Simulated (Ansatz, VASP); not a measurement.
# SnO2 in VASP and in Ansatz

```
Sn O
1.0
     0.00000    2.48810    2.48810
     2.48810    0.00000    2.48810
     2.48810    2.48810    0.00000
Sn O
1 2
Direct
  0.00000 0.00000 0.00000
  0.25000 0.25000 0.25000
  0.75000 0.75000 0.75000
```

Alike in both runs: task single point; functional PBE; k mesh 14 × 14 × 14; occupations gaussian, width 0.1 eV; no spin polarisation.

|  | VASP | Ansatz |
| --- | --- | --- |
| version | VASP 6.6.1 | Ansatz 0.2.0 |
| potentials or method | VASP PAW PBE potentials, release 64 (Sn_d, O) | scalar-relativistic, plane waves, PAW |
| plane-wave cutoff (eV) | 520 | 420 |
| valence electrons in the cell | 26 | 26 |

```csv
,VASP,Ansatz,Ansatz less VASP
gap on the k mesh at the Fermi level (eV),0.84,0.85,+0.008
least direct gap on the mesh (eV),2.35,2.36,+0.006
pressure (GPa),24.4,23.5,-0.92
```

With one functional, cell and mesh, what is left measures potentials, basis and numerics.

Caveats: so large a pressure means that the cell lies far from this level's equilibrium, or that cutoff or potentials fall short (VASP); spin-orbit coupling is left out, which moves the levels of the heavy elements. A k mesh can miss the band edges.
